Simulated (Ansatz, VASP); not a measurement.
# CuAu: VASP beside Ansatz

```
Au Cu
1.0
     2.79957    0.00000    0.00000
     0.00000    2.79957    0.00000
     0.00000    0.00000    3.66943
Au Cu
1 1
Direct
  0.00000 0.00000 0.00000
  0.50000 0.50000 0.50000
```

Alike in both runs: task relaxation of cell and atoms; functional r2SCAN; k mesh 11 × 11 × 9; no spin polarisation.

|  | VASP | Ansatz |
| --- | --- | --- |
| version | VASP 6.6.1 | Ansatz 0.2.0 |
| potentials or method | VASP PAW PBE potentials, release 64 (Au, Cu) | PAW plane waves |
| plane-wave cutoff (eV) | 600 | 500 |
| occupations | methfessel-paxton of order 1, width 0.1892 eV | cold, width 0.1892 eV |
| valence electrons in the cell | 22 | 38 |

|  | VASP | Ansatz | Ansatz less VASP |
| --- | --- | --- | --- |
| relaxed volume (Å³/atom) | 14.58 | 14.52 | -0.056 |
| relaxed cell length with the largest relative difference (Å) | 3.684 | 3.659 | -0.0249 |
| energy change over the relaxation (meV/atom) | -1 | -1 | +0.4 |

The two sets of potentials don't hold the same shells in valence.

Caveats: the PAW data sets were made with another functional, which shifts forces and pressure a little (VASP). Zero-point motion and thermal expansion aren't in these numbers. Spin-orbit coupling is left out, which matters for the levels of Au.
